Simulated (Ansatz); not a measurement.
**BP: what a guessed cell relaxes into, part 1 of 2**

Where does this trial cell of BP go when cell and atoms are let free?

Computed with Ansatz 0.2.0 (DFT PBE, scalar-relativistic, plane waves, PAW, unless a step's input says otherwise).

**1. The structure to begin with**

The structure is cubic, space group Pm-3m (No. 221). Conventional cell: a = 2.954 Å, b = 2.954 Å, c = 2.954 Å, α = 90.00°, β = 90.00°, γ = 90.00°. Around B (site symmetry m-3m) lie 8 P at 2.56 Å. P (site symmetry m-3m) has 8 B at 2.56 Å as nearest neighbours.

Coordinates:

```cif
data_structure
_symmetry_space_group_name_H-M 'Pm-3m'
_symmetry_Int_Tables_number 221
_cell_length_a 2.9540
_cell_length_b 2.9540
_cell_length_c 2.9540
_cell_angle_alpha 90.000
_cell_angle_beta 90.000
_cell_angle_gamma 90.000
_cell_volume 25.78
loop_
_atom_site_label
_atom_site_type_symbol
_atom_site_symmetry_multiplicity
_atom_site_Wyckoff_symbol
_atom_site_fract_x
_atom_site_fract_y
_atom_site_fract_z
_atom_site_occupancy
B1 B 1 b 0.50000 0.50000 0.50000 1
P1 P 1 a 0.00000 0.00000 0.00000 1
```

A structure generator made this guess: species swapped into a database cell of HfTc (Pm-3m, No. 221), with P on the Hf sites and B on the Tc sites. Lengths come from tabulated atomic sizes and are only a guess.

**2. The guess as it stands, on a coarse mesh**

input.yaml reads:

```yaml
crystal:
  lattice:
    - [2.95404935, 0.0, 0.0]
    - [0.0, 2.95404935, 0.0]
    - [0.0, 0.0, 2.95404935]
  atoms:
    - { symbol: B, position: [0.5, 0.5, 0.5] }
    - { symbol: P, position: [0.0, 0.0, 0.0] }
basis:
  ecutwfc: 420
kpoints:
  mp_grid: { grid: [6, 6, 6] }
hamiltonian:
  xc: pbe
scf:
  occupations: { method: gaussian, width: 0.1 }
  lower_state_search: "off"
output:
  forces: true
  stress: true
  eigenvalues: true
```

Started as:

```sh
> ansatz run input.yaml --threads 1 --pin off --max-ram 2048MiB --backend cpu --events-out ev --progress --plain --runs-dir out
```

The program printed, shortened:

```text
[...]
SCF converged after 6 iterations
Free energy (F): -908.363798 eV
[...]
E sigma→0 (E₀):  -908.362112 eV
Entropy (-TS):   -0.003374 eV (-1.687 meV/atom)
Fermi energy:    8.625961 eV
[...]
--- Forces (eV/Å), atoms counted from 1 ---
  atom   1  B      0.00000000     0.00000000     0.00000000
  atom   2  P     -0.00000000     0.00000000     0.00000000
[...]
--- Stress (GPa, compression-positive) ---
      -18.613684       0.000000       0.000000
        0.000000     -18.613684       0.000000
        0.000000       0.000000     -18.613684
  P = ⅓ Tr σ = -18.6137 GPa (-186.137 kbar)
--- Band table (eV; the first three rows and the last of 20) ---
  k-point 0: bands = ["-6.0587", "7.7724", "7.7724", "7.7724", "8.2868", "13.6305", "13.6305", "16.8330", "16.8330", "16.8331", "24.4713", "24.4713"]
[...]
```

Run time: 1.3 s. Hardware: 1 thread of Intel Xeon Platinum 8259CL at 2.50GHz (Skylake/Cascade Lake), shared host; peak memory 0.32 GiB.

The probe gives pressure -18.6 GPa, largest force 0.00 eV/Å, gap on this mesh none (metal). A guess like this is first relaxed loosely on the coarse mesh.

**3. Coarse relaxation**

Edit input.yaml of step 2 so:

```diff
@@ -21 +21,6 @@
   eigenvalues: true
+relax:
+  adjacent_minimum: "off"
+  f_tol: 0.04
+  max_steps: 70
+  cell: { stress_tol: 0.4 }
```

Started as:

```sh
> ansatz run input.yaml --threads 1 --pin off --max-ram 2048MiB --backend cpu --events-out ev --progress --plain --runs-dir out
```

The program printed:

```text
Warning: RAYON_NUM_THREADS=1 ignored (pool sized by the plan → 1); use --threads N
Engine: ansatz 0.2.0, x86_64-unknown-linux-gnu
Pseudopotentials: kind: paw
Pseudopotential: B, paw, valence charge 3, recommended cutoff 420 eV (normal), B.paw.azcp
Pseudopotential: P, paw, valence charge 5, recommended cutoff 420 eV (normal), P.paw.azcp
Functional definition: PBE
  parameter kappa = 0.804
  parameter beta = 0.06672455060314922
  exchange = pbe_x(kappa = kappa, mu = beta*pi^2/3)
  correlation = pbe_c(beta = beta)
Crystal: 2 atoms, lattice volume = 25.778 Å³
Basis set: ecut = 420 eV, 485 PW (Γ), exchange–correlation on 40×40×40 points (8 copies of the dense FFT grid, shifted against one another)
Bands: 8, of which v1, the nominal top of the filled ones, is band 4 counted from 1 (3 counted from 0)
Symmetry: 48 space group operations
Space group: Pm-3m (ITA 221), of the structure as read, at distance tolerance 3.0e-5 Å
k-points: 20 of 216
Non-local potential: B, projectors of the file, l = 0: 2, l = 1: 2, l = 2: 1
Non-local potential: P, projectors of the file, l = 0: 2, l = 1: 2, l = 2: 2
PAW form: soft (Blöchl's): semilocal exchange-correlation on the pseudo side does not see the compensation charge
PAW one-centre angular grid: B, 110 points (default); XC on 64 Gauss nodes
PAW one-centre angular grid: P, 110 points (default); XC on 64 Gauss nodes
Initial density: superposition of atomic densities (neutral atoms: chi_scale 0, normalization atom), corrected by the library's trained network
Initial wavefunctions: pseudopotential atomic-orbital guess
Functional: x = pbe(κ = 0.804, μ = 0.2195149727645171), c = pbe(β = 0.06672455060314922)
SCF iter   1: F=—  HF=-908.364841 eV  |F-HF|=—  |Δ(HF+E_count)|=         —  Δρ=3.22e-3  dr2=4.33e-3  ethr=1.77e-3  ⟨swp⟩=6.5  Hψ=2925  notcnv=0  defer=6
automatic band count: the SCF goes on with 12 bands, as 8 were too few: the levels above may hold too much charge
preconditioner: auto → none  [insulator: Δε(μ)=0.202 eV  Ē_g=14.197 eV  σ=0.100 eV  W_gap=0.81  n_scr=6 (ndim 8)  ℏωp=20.7 eV  f_vac=0.000  D(μ)=0.64/eV (n_scr^D=0)  ε∞_Penn≈3.1]
SCF iter   2: F=—  HF=-908.363908 eV  |F-HF|=—  |Δ(HF+E_count)|=   9.34e-4  Δρ=1.27e-3  dr2=6.09e-4  ethr=5.41e-5  ⟨swp⟩=1.1  Hψ=401  notcnv=0  defer=6
SCF iter   3: F=—  HF=-908.363810 eV  |F-HF|=—  |Δ(HF+E_count)|=   9.77e-5  Δρ=2.01e-4  dr2=1.08e-5  ethr=7.61e-6  ⟨swp⟩=1.4  Hψ=206  notcnv=0  defer=6
SCF iter   4: F=—  HF=-908.363798 eV  |F-HF|=—  |Δ(HF+E_count)|=   1.16e-5  Δρ=2.37e-5  dr2=1.49e-7  ethr=1.35e-7  ⟨swp⟩=1.8  Hψ=227  notcnv=0  defer=6
iter 5 did not close the SCF: its close was put off for the readings that it lacked (scf_convergence_deferred on its scf_iter line)
SCF iter   5: F=-908.363798 eV  HF=-908.363798 eV  |F-HF|=1.83e-9  |Δ(HF+E_count)|=   2.48e-8  Δρ=2.90e-6  dr2=2.94e-9  ethr=1.86e-9  ⟨swp⟩=2.1  Hψ=259  notcnv=0  defer=6
SCF iter   6: F=-908.363798 eV  HF=-908.363798 eV  |F-HF|=1.71e-11  |Δ(HF+E_count)|=  5.31e-10  Δρ=2.41e-7  dr2=2.23e-11  ethr=3.67e-11  ⟨swp⟩=5.8  Hψ=1212  notcnv=0
SCF 1 converged in 6 iterations: F = -908.363798 eV  dr2 = 2.23e-11
relax step   1: F+E_penalty+E_count = -908.36379839 eV  Δ(F+E_penalty+E_count) = +0.000e0 eV  max|allowed force component| = 1.972e-31 eV/Å  Δτ_max = 0.0000 Å  P = -18.614 GPa  Ω = 25.778 Å³  (6 SCF iters, dr2 threshold 1.00e-7 eV, accepted)
Crystal: 2 atoms, lattice volume = 22.189 Å³
Basis set: ecut = 420 eV, 461 PW (Γ), exchange–correlation on 40×40×40 points (8 copies of the dense FFT grid, shifted against one another)
Bands: 12, of which v1, the nominal top of the filled ones, is band 4 counted from 1 (3 counted from 0)
Initial density: handed on by an earlier stage of this run
Initial wavefunctions: those handed on with the density
iter 1 solved again at ethr=1.58e-4 eV; its pass at ethr=3.10e-3 eV (dr2=1.27e-2 eV) is discarded
SCF iter   1: F=—  HF=-908.691019 eV  |F-HF|=—  |Δ(HF+E_count)|=         —  Δρ=6.30e-3  dr2=1.26e-2  ethr=1.58e-4  ⟨swp⟩=1.2  Hψ=1858  notcnv=0
preconditioner: auto → none  [metal: Δε(μ)=0.090 eV  Ē_g=15.499 eV  σ=0.100 eV  W_gap=0.47  n_scr=6 (ndim 8)  ℏωp=22.3 eV  f_vac=0.000  D(μ)=0.97/eV (n_scr^D=6)]
SCF iter   2: F=—  HF=-908.687919 eV  |F-HF|=—  |Δ(HF+E_count)|=   3.10e-3  Δρ=2.76e-3  dr2=2.31e-3  ethr=1.58e-4  ⟨swp⟩=1.0  Hψ=240  notcnv=0
SCF iter   3: F=—  HF=-908.687259 eV  |F-HF|=—  |Δ(HF+E_count)|=   6.60e-4  Δρ=2.01e-4  dr2=7.54e-6  ethr=2.88e-5  ⟨swp⟩=1.0  Hψ=240  notcnv=0
SCF iter   4: F=—  HF=-908.687257 eV  |F-HF|=—  |Δ(HF+E_count)|=   1.28e-6  Δρ=5.18e-5  dr2=9.38e-7  ethr=9.43e-8  ⟨swp⟩=2.1  Hψ=291  notcnv=0
iter 5 did not close the SCF: its close was put off for the readings that it lacked (scf_convergence_deferred on its scf_iter line)
SCF iter   5: F=-908.687257 eV  HF=-908.687257 eV  |F-HF|=1.48e-8  |Δ(HF+E_count)|=   2.29e-7  Δρ=7.82e-6  dr2=2.04e-8  ethr=1.17e-8  ⟨swp⟩=1.1  Hψ=241  notcnv=0
SCF iter   6: F=-908.687257 eV  HF=-908.687257 eV  |F-HF|=1.51e-10  |Δ(HF+E_count)|=   4.11e-9  Δρ=7.55e-7  dr2=2.00e-10  ethr=2.55e-10  ⟨swp⟩=3.2  Hψ=988  notcnv=0
SCF 2 converged in 6 iterations: F = -908.687257 eV  dr2 = 2.00e-10
relax step   2: F+E_penalty+E_count = -908.68725714 eV  Δ(F+E_penalty+E_count) = -3.235e-1 eV  max|allowed force component| = 1.709e-30 eV/Å  Δτ_max = 0.0000 Å  P = -8.640 GPa  Ω = 22.189 Å³  energy of the carried Pulay correction = +1.976e-3 eV  (6 SCF iters, dr2 threshold 2.00e-7 eV, accepted)
Crystal: 2 atoms, lattice volume = 19.809 Å³
Basis set: ecut = 420 eV, 389 PW (Γ), exchange–correlation on 40×40×40 points (8 copies of the dense FFT grid, shifted against one another)
iter 1 solved again at ethr=1.35e-4 eV; its pass at ethr=3.10e-3 eV (dr2=1.08e-2 eV) is discarded
SCF iter   1: F=—  HF=-908.736959 eV  |F-HF|=—  |Δ(HF+E_count)|=         —  Δρ=6.12e-3  dr2=1.04e-2  ethr=1.35e-4  ⟨swp⟩=1.4  Hψ=1842  notcnv=0
preconditioner: auto → none  [metal: Δε(μ)=0.187 eV  Ē_g=16.646 eV  σ=0.100 eV  W_gap=0.50  n_scr=6 (ndim 8)  ℏωp=23.6 eV  f_vac=0.000  D(μ)=1.13/eV (n_scr^D=6)]
SCF iter   2: F=—  HF=-908.734326 eV  |F-HF|=—  |Δ(HF+E_count)|=   2.63e-3  Δρ=2.56e-3  dr2=1.74e-3  ethr=1.30e-4  ⟨swp⟩=1.0  Hψ=240  notcnv=0
SCF iter   3: F=—  HF=-908.733794 eV  |F-HF|=—  |Δ(HF+E_count)|=   5.32e-4  Δρ=1.85e-4  dr2=4.09e-6  ethr=2.18e-5  ⟨swp⟩=1.1  Hψ=241  notcnv=0
SCF iter   4: F=—  HF=-908.733803 eV  |F-HF|=—  |Δ(HF+E_count)|=   9.14e-6  Δρ=4.18e-5  dr2=5.37e-7  ethr=5.11e-8  ⟨swp⟩=2.6  Hψ=325  notcnv=0
iter 5 did not close the SCF: its close was put off for the readings that it lacked (scf_convergence_deferred on its scf_iter line)
SCF iter   5: F=-908.733803 eV  HF=-908.733803 eV  |F-HF|=3.58e-9  |Δ(HF+E_count)|=   1.42e-7  Δρ=4.13e-6  dr2=4.82e-9  ethr=6.72e-9  ⟨swp⟩=1.0  Hψ=240  notcnv=0
SCF iter   6: F=-908.733803 eV  HF=-908.733803 eV  |F-HF|=4.05e-11  |Δ(HF+E_count)|=   1.31e-9  Δρ=4.40e-7  dr2=5.40e-11  ethr=6.02e-11  ⟨swp⟩=2.2  Hψ=664  notcnv=0
SCF 3 converged in 6 iterations: F = -908.733803 eV  dr2 = 5.40e-11
relax step   3: F+E_penalty+E_count = -908.73380274 eV  Δ(F+E_penalty+E_count) = -4.655e-2 eV  max|allowed force component| = 1.520e-31 eV/Å  Δτ_max = 0.0000 Å  P = +4.550 GPa  Ω = 19.809 Å³  energy of the carried Pulay correction = +3.458e-3 eV  (6 SCF iters, dr2 threshold 2.00e-7 eV, accepted)
Crystal: 2 atoms, lattice volume = 20.570 Å³
iter 1 solved again at ethr=2.67e-5 eV; its pass at ethr=3.10e-3 eV (dr2=2.13e-3 eV) is discarded
SCF iter   1: F=—  HF=-908.741953 eV  |F-HF|=—  |Δ(HF+E_count)|=         —  Δρ=2.65e-3  dr2=2.14e-3  ethr=2.67e-5  ⟨swp⟩=1.1  Hψ=1611  notcnv=0
preconditioner: auto → none  [insulator: Δε(μ)=0.239 eV  Ē_g=16.267 eV  σ=0.100 eV  W_gap=0.67  n_scr=6 (ndim 8)  ℏωp=23.2 eV  f_vac=0.000  D(μ)=1.27/eV (n_scr^D=18)  ε∞_Penn≈3.0]
SCF iter   2: F=—  HF=-908.741496 eV  |F-HF|=—  |Δ(HF+E_count)|=   4.57e-4  Δρ=1.17e-3  dr2=4.09e-4  ethr=2.67e-5  ⟨swp⟩=1.0  Hψ=240  notcnv=0
SCF iter   3: F=—  HF=-908.741384 eV  |F-HF|=—  |Δ(HF+E_count)|=   1.12e-4  Δρ=7.38e-5  dr2=3.46e-7  ethr=5.11e-6  ⟨swp⟩=1.0  Hψ=240  notcnv=0
SCF iter   4: F=—  HF=-908.741390 eV  |F-HF|=—  |Δ(HF+E_count)|=   6.10e-6  Δρ=3.81e-6  dr2=9.17e-10  ethr=4.32e-9  ⟨swp⟩=2.5  Hψ=318  notcnv=0
iter 5 did not close the SCF: its close was put off for the readings that it lacked (scf_convergence_deferred on its scf_iter line)
SCF iter   5: F=-908.741390 eV  HF=-908.741390 eV  |F-HF|=4.32e-12  |Δ(HF+E_count)|=   1.04e-9  Δρ=4.14e-7  dr2=2.38e-11  ethr=1.15e-11  ⟨swp⟩=2.4  Hψ=329  notcnv=0
SCF iter   6: F=-908.741390 eV  HF=-908.741390 eV  |F-HF|=0.00e0  |Δ(HF+E_count)|=  5.57e-12  Δρ=3.53e-8  dr2=5.23e-14  ethr=1.00e-12  ⟨swp⟩=1.5  Hψ=703  notcnv=0
SCF 4 converged in 6 iterations: F = -908.741390 eV  dr2 = 5.23e-14
relax step   4: F+E_penalty+E_count = -908.74139029 eV  Δ(F+E_penalty+E_count) = -7.588e-3 eV  max|allowed force component| = 3.944e-31 eV/Å  Δτ_max = 0.0000 Å  P = -0.981 GPa  Ω = 20.570 Å³  energy of the carried Pulay correction = +2.967e-3 eV  (6 SCF iters, dr2 threshold 2.00e-7 eV, accepted)
Crystal: 2 atoms, lattice volume = 20.417 Å³
iter 1 solved again at ethr=9.75e-7 eV; its pass at ethr=3.10e-3 eV (dr2=7.80e-5 eV) is discarded
SCF iter   1: F=—  HF=-908.741950 eV  |F-HF|=—  |Δ(HF+E_count)|=         —  Δρ=5.07e-4  dr2=7.68e-5  ethr=9.75e-7  ⟨swp⟩=1.9  Hψ=1511  notcnv=0
preconditioner: auto → none  [insulator: Δε(μ)=0.222 eV  Ē_g=16.339 eV  σ=0.100 eV  W_gap=0.59  n_scr=6 (ndim 8)  ℏωp=23.2 eV  f_vac=0.000  D(μ)=1.25/eV (n_scr^D=18)  ε∞_Penn≈3.0]
SCF iter   2: F=—  HF=-908.741938 eV  |F-HF|=—  |Δ(HF+E_count)|=   1.18e-5  Δρ=2.23e-4  dr2=1.45e-5  ethr=9.61e-7  ⟨swp⟩=1.0  Hψ=240  notcnv=0
iter 3 did not close the SCF: its close was put off for the readings that it lacked (scf_convergence_deferred on its scf_iter line)
SCF iter   3: F=-908.741934 eV  HF=-908.741934 eV  |F-HF|=1.24e-8  |Δ(HF+E_count)|=   4.04e-6  Δρ=1.38e-5  dr2=1.17e-8  ethr=1.81e-7  ⟨swp⟩=1.0  Hψ=240  notcnv=0
iter 4 did not close the SCF: its close was put off for the readings that it lacked (scf_convergence_deferred on its scf_iter line)
SCF iter   4: F=-908.741934 eV  HF=-908.741934 eV  |F-HF|=2.68e-11  |Δ(HF+E_count)|=   6.62e-9  Δρ=6.84e-7  dr2=3.93e-11  ethr=1.46e-10  ⟨swp⟩=2.1  Hψ=307  notcnv=0
iter 5 did not close the SCF: its close was put off for the readings that it lacked (scf_convergence_deferred on its scf_iter line)
SCF iter   5: F=-908.741934 eV  HF=-908.741934 eV  |F-HF|=0.00e0  |Δ(HF+E_count)|=  4.55e-11  Δρ=8.56e-8  dr2=8.12e-13  ethr=1.00e-12  ⟨swp⟩=2.0  Hψ=293  notcnv=0
SCF iter   6: F=-908.741934 eV  HF=-908.741934 eV  |F-HF|=2.27e-13  |Δ(HF+E_count)|=  1.14e-12  Δρ=6.24e-9  dr2=3.63e-15  ethr=1.00e-12  ⟨swp⟩=1.3  Hψ=633  notcnv=0
SCF 5 converged in 6 iterations: F = -908.741934 eV  dr2 = 3.63e-15
relax step   5: F+E_penalty+E_count = -908.74193446 eV  Δ(F+E_penalty+E_count) = -5.442e-4 eV  max|allowed force component| = 1.397e-31 eV/Å  Δτ_max = 0.0000 Å  P = +0.052 GPa  Ω = 20.417 Å³  energy of the carried Pulay correction = +3.065e-3 eV  (6 SCF iters, dr2 threshold 2.00e-7 eV, accepted)
Initial wavefunctions: pseudopotential atomic-orbital guess (no wavefunctions were taken with the density)
iter 1 solved again at ethr=8.38e-8 eV; its pass at ethr=3.10e-3 eV (dr2=6.71e-6 eV) is discarded
SCF iter   1: F=—  HF=-908.740606 eV  |F-HF|=—  |Δ(HF+E_count)|=         —  Δρ=1.95e-4  dr2=8.25e-7  ethr=8.38e-8  ⟨swp⟩=3.0  Hψ=2169  notcnv=0
preconditioner: auto → none  [insulator: Δε(μ)=0.225 eV  Ē_g=16.340 eV  σ=0.100 eV  W_gap=0.61  n_scr=6 (ndim 8)  ℏωp=23.2 eV  f_vac=0.000  D(μ)=1.26/eV (n_scr^D=18)  ε∞_Penn≈3.0]
SCF iter   2: F=—  HF=-908.740616 eV  |F-HF|=—  |Δ(HF+E_count)|=   9.42e-6  Δρ=9.95e-5  dr2=1.85e-7  ethr=1.03e-8  ⟨swp⟩=2.0  Hψ=296  notcnv=0
SCF iter   3: F=—  HF=-908.740617 eV  |F-HF|=—  |Δ(HF+E_count)|=   1.68e-6  Δρ=9.14e-6  dr2=6.87e-9  ethr=2.32e-9  ⟨swp⟩=2.2  Hψ=315  notcnv=0
iter 4 did not close the SCF: its close was put off for the readings that it lacked (scf_convergence_deferred on its scf_iter line)
SCF iter   4: F=-908.740617 eV  HF=-908.740617 eV  |F-HF|=2.73e-12  |Δ(HF+E_count)|=   8.72e-9  Δρ=3.55e-7  dr2=1.75e-11  ethr=8.59e-11  ⟨swp⟩=1.8  Hψ=278  notcnv=0
iter 5 did not close the SCF: its close was put off for the readings that it lacked (scf_convergence_deferred on its scf_iter line)
SCF iter   5: F=-908.740617 eV  HF=-908.740617 eV  |F-HF|=1.14e-13  |Δ(HF+E_count)|=  1.59e-12  Δρ=2.76e-8  dr2=6.96e-14  ethr=1.00e-12  ⟨swp⟩=1.1  Hψ=241  notcnv=0
SCF iter   6: F=-908.740617 eV  HF=-908.740617 eV  |F-HF|=2.27e-13  |Δ(HF+E_count)|=  2.27e-13  Δρ=2.11e-9  dr2=1.07e-15  ethr=1.00e-12  ⟨swp⟩=1.6  Hψ=694  notcnv=0
SCF 6 converged in 6 iterations: F = -908.740617 eV  dr2 = 1.07e-15
relax step   6: F+E_penalty+E_count = -908.74061733 eV  Δ(F+E_penalty+E_count) = +1.317e-3 eV  max|allowed force component| = 1.890e-31 eV/Å  Δτ_max = 0.0000 Å  P = -0.022 GPa  Ω = 20.417 Å³  stress off target by 2.21e-2 GPa  SCF on the basis re-selected at this cell (its energy is not comparable with the rows above)  (6 SCF iters)
basis re-selected at this cell: Δ(F+E_penalty+E_count) = +1.317e-3 eV, ΔP = -0.074 GPa vs the last step (what re-selecting the basis moved, of the pressure what is left beyond the Pulay correction that the steps carried, after the strain that the cell walked since its last selection, with what the two solves' SCF thresholds leave and, on support functions, any second-order correction that the steps lacked; it is no measure of the basis error at this ecutwfc). This SCF's stress stands 2.21e-2 GPa from its target on what of the cell is left free (relax.cell.stress_tol is 4.00e-1 GPa) and its largest allowed force component is 1.89e-31 eV/Å (relax.f_tol is 4.00e-2 eV/Å): within both
SCF converged after 6 iterations
Free energy (F): -908.740617 eV
Harris-Foulkes:  -908.740617 eV  (|F-HF|=2.27e-13)
Internal energy: -908.734310 eV  (E = F + TS)
E sigma→0 (E₀):  -908.737464 eV
Entropy (-TS):   -0.006307 eV (-3.154 meV/atom)
Fermi energy:    12.022362 eV
--- Per-component energies (eV) ---
  E_band       = 43.529935
  E_kinetic    = 114.273718
  E_local      = -13.855245  (includes V_loc(G=0)·N_el)
  E_nonlocal   = 46.418418
  E_hartree    = 2.456033
  E_xc         = -93.062724
  E_vxc        = -98.410750  (∫ρ·V_xc dr)
  E_paw        = -647.466217  (= ΣΔE_a)
  E_vpaw       = -9.808272  (= ΣTr[D̂ρ^β])
  E_aug_tail   = 0.000001  (compensation charges beyond the density's cutoff)
  E_ewald      = -317.498293
  E_smearing   = -0.006307  (= −TS)
  E_closure    = -0.000000  (closes the sum)
  Σ components = -908.740617   (vs F -908.740617, Δ=0.00e0)
--- Forces (eV/Å), atoms counted from 1 ---
  atom   1  B      0.00000000     0.00000000     0.00000000
  atom   2  P     -0.00000000    -0.00000000    -0.00000000
  max |Σ_I F_I| component: 2.79e-31 eV/Å
--- Stress (GPa, compression-positive) ---
       -0.022099       0.000000       0.000000
        0.000000      -0.022099      -0.000000
        0.000000      -0.000000      -0.022099
  P = ⅓ Tr σ = -0.0221 GPa (-0.221 kbar)
--- Band table (eV; the first three rows and the last of 20) ---
  k-point 0: bands = ["-5.0069", "10.8729", "10.8729", "10.8729", "13.8991", "16.3605", "16.3605", "22.5748", "22.5748", "22.5748", "29.3747", "29.3747"]
  k-point 1: bands = ["-4.5104", "7.4351", "11.3474", "11.3474", "14.6949", "16.8452", "19.8943", "21.0692", "21.0692", "21.8185", "29.4714", "29.4714"]
  k-point 2: bands = ["-3.0587", "3.2654", "12.7519", "12.7519", "15.7312", "18.0198", "18.0198", "18.1821", "19.4978", "26.3178", "26.3349", "30.1170"]
  k-point 19: bands = ["6.2429", "8.2710", "8.2710", "8.2710", "8.9414", "8.9414", "8.9414", "10.2731", "32.2025", "32.2025", "32.2025", "35.9231"]
--- Relaxed structure (5 steps of the walk, 5 accepted, 1 SCFs on fresh bases) ---
  F+E_penalty+E_count = -908.74061733 eV   max|allowed force component| = 1.890e-31 eV/Å   (the final SCF, on the basis selected at the relaxed cell)
  cell:  # Å, volume = 20.4167 Å³
    - [2.733139824475648, -3.883958721180926e-33, -1.0432120532097528e-33]
    - [-2.8567960841743993e-33, 2.733139824475648, -2.5679065925163143e-34]
    - [-1.0432120532097528e-33, -2.5679065925163143e-34, 2.733139824475648]
  atoms:
    - { symbol: B, position: [0.5, 0.5, 0.5] }
    - { symbol: P, position: [3.976206416214803e-47, -3.268302519981463e-35, -3.25981342252656e-35] }
```

It took 3.9 s on 1 thread of Intel Xeon Platinum 8259CL at 2.50GHz (Skylake/Cascade Lake), shared host; peak memory 0.33 GiB.

Relaxation path:

```
step  E - E(step 1) (eV/cell)  largest force component (eV/Å)  pressure (GPa)  volume (Å³)
   1                   0.0000                          0.0000          -18.61        25.78
   2                  -0.3235                          0.0000           -8.64        22.19
   3                  -0.3700                          0.0000            4.55        19.81
   4                  -0.3776                          0.0000           -0.98        20.57
   5                  -0.3781                          0.0000            0.05        20.42
   6                  -0.3768                          0.0000           -0.02        20.42
```

Step 1 is the start. Step 6 repeats the geometry before it on a plane-wave basis chosen anew for that cell, so its energy need not be comparable with the rows above.

|  | before | after | change |
| --- | --- | --- | --- |
| a (Å) | 2.954 | 2.733 | -7.5 % |
| b (Å) | 2.954 | 2.733 | -7.5 % |
| c (Å) | 2.954 | 2.733 | -7.5 % |
| volume (Å³/atom) | 12.89 | 10.21 | -20.8 % |
| shortest distance (Å) | 2.558 | 2.367 | -7.5 % |
| space group (0.01 Å) | Pm-3m | Pm-3m | same |

The run keeps the 48 symmetry operations of the start, so it could not have lowered the symmetry.

(Continued in part 2 of 2.)
